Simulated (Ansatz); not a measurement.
# Si8N: the cost of one run

Computed with Ansatz 0.2.0 (DFT PBE, scalar-relativistic, plane waves, PAW, unless a step's input says otherwise).

53 further runs of the same task are left out: 53 set aside as unsound or not needed.

## Step 1: The system as given

The structure is trigonal, space group R-3 (No. 148). The conventional cell has a = 9.444 Å, b = 9.444 Å, c = 5.662 Å, α = 90.00°, β = 90.00°, γ = 120.00°. Si (site symmetry 1) is surrounded by 4 Si at 2.36 to 2.39 Å. Si (site symmetry 3) is surrounded by 4 Si at 2.38 to 2.42 Å.

As a file:

```
CELL_PARAMETERS angstrom
4.72183 2.72615 1.88746
-4.72183 2.72615 1.88746
0.00000 -5.45229 1.88746
ATOMIC_POSITIONS crystal
Si 0.01980 0.71790 0.52168
Si 0.98020 0.28210 0.47832
Si 0.71400 0.71400 0.71400
Si 0.28210 0.47832 0.98020
Si 0.47832 0.98020 0.28210
Si 0.71790 0.52168 0.01980
Si 0.28600 0.28600 0.28600
Si 0.52168 0.01980 0.71790
```

It goes back to an entry of the Materials Project, which need not be the stable form.

This cell was relaxed beforehand with the same method: volume 18.22 Å³/atom, gap on the mesh none (metal).

## Step 2: What is varied

Atoms count from 1 in the order of the input.

A guest moved over a lattice plane through the rigid host; the plane is (0 2 1) of the conventional cell, through Si6.

First coordinate, place of N9 along a1: 12 values from 0.000 to 0.917, periodic. Second coordinate, place of N9 along a2: 12 values from 0.000 to 0.917, periodic.

Nothing else is relaxed (host rigid, guest held in the plane). Points are written as (first, second).

The two vectors of the plane (Å): (4.722, 2.726, -3.775); (-4.722, 2.726, -3.775).

## Step 3: Point (1/12, 10/12) of the map's two axes

Input file input.yaml:

```yaml
crystal:
  lattice:
    - [4.7218258405, 2.7261474201, 1.8874557466]
    - [-4.7218258405, 2.7261474201, 1.8874557466]
    - [0.0, -5.4522948402, 1.8874557466]
  atoms:
    - { symbol: Si, position: [0.0198044603, 0.7179030939, 0.5216794332] }
    - { symbol: Si, position: [0.9801955397, 0.2820969061, 0.4783205668] }
    - { symbol: Si, position: [0.7140043589, 0.7140043589, 0.7140043589] }
    - { symbol: Si, position: [0.2820969061, 0.4783205668, 0.9801955397] }
    - { symbol: Si, position: [0.4783205668, 0.9801955397, 0.2820969061] }
    - { symbol: Si, position: [0.7179030939, 0.5216794332, 0.0198044603] }
    - { symbol: Si, position: [0.2859956411, 0.2859956411, 0.2859956411] }
    - { symbol: Si, position: [0.5216794332, 0.0198044603, 0.7179030939] }
    - { symbol: "N", position: [-0.1154302395, 0.4383460998, -0.8968622063] }
basis:
  ecutwfc: 420
kpoints:
  mp_grid: { grid: [6, 6, 6] }
hamiltonian:
  xc: pbe
  pseudopotentials: { kind: paw, azcp: { folder: soft_1 } }
scf:
  occupations: { method: gaussian, width: 0.15 }
output:
  forces: true
  stress: true
  eigenvalues: true
  write_density: true
  write_potential: true
  elf: true
  volumetric_format: npy
```

On the command line:

```console
ansatz run input.yaml --threads 4 --pin off --max-ram 8192MiB --backend cpu --events-out ev --progress --plain --runs-dir out
```

What time and memory should one allow on 4 threads of Arm Neoverse V1, shared host?

About 17 s, with a peak of 0.64 GiB.
